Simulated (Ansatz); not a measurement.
CuO (Tenorite): single point with RPBE+D3(BJ)

The system is CuO (Tenorite).

```xyz
4
Lattice="2.3418 -1.7113 0.0000 2.3418 1.7113 0.0000 -0.8500 0.0000 5.0579" Properties=species:S:1:pos:R:3 pbc="T T T"
Cu    0.7459   -0.8557    2.5289
Cu    1.1709    0.8557    0.0000
O     1.7043    0.2793    3.7934
O     2.1293   -0.2793    1.2645
```

- Program: Ansatz 0.2.0
- Task: single point
- Functional: RPBE
- Dispersion: D3(BJ)
- Potentials or basis: Ansatz PAW
- Cutoff: 420 eV (not typed: the program's choice for these potentials)
- k mesh: 10 × 10 × 5
- Occupations: gaussian, width 0.05 eV
- Spin: no spin polarisation

The pressure is -11.9 GPa and the largest force is 0.135 eV/Å. The band gap on the k mesh is none (metal or under the smearing width).

Forces on the atoms (eV/Å):
```
Cu   0.000  0.000  0.000
Cu   0.000  0.000  0.000
O    0.000 -0.135  0.000
O    0.000  0.135  0.000
```

Stress tensor (GPa, compression positive):
```
-11.02   0.00  -2.22
  0.00 -12.35   0.00
 -2.22   0.00 -12.24
```

Levels at points of the mesh, in eV from the Fermi level:
| k point | band 23 | band 24 | band 25 | band 26 | band 27 | band 28 |
| --- | --- | --- | --- | --- | --- | --- |
| (0.00, 0.00, 0.00) | -2.16 | -1.66 | 0.20 | 0.94 | 1.73 | 6.07 |
| (0.00, -0.50, 0.00) | -1.52 | -1.41 | 0.01 | 0.26 | 4.91 | 6.35 |
| (-0.50, -0.50, 0.00) | -1.65 | -1.22 | -0.66 | 1.07 | 3.38 | 7.16 |

It took 10 s on 2 threads of Intel(R) Xeon(R) Processor @ 2.50GHz (Skylake/Cascade Lake) (shared host), peak memory 0.44 GiB.

Caveat: the pressure holds a Pulay correction of +0.7 GPa for the finite cutoff; the run has no spin polarisation, though such a crystal can be magnetic; semilocal functionals often make such compounds metallic where correlation or magnetic order opens a gap, which also shifts bond lengths; pairwise dispersion overbinds metals, which lowers pressure and volume; the PAW data sets come from PBE, with cores solved anew for the run's functional, which leaves a small shift of forces and pressure. With open d or f shells a metallic result of RPBE can be an artefact of self-interaction; +U or a hybrid may open a gap.
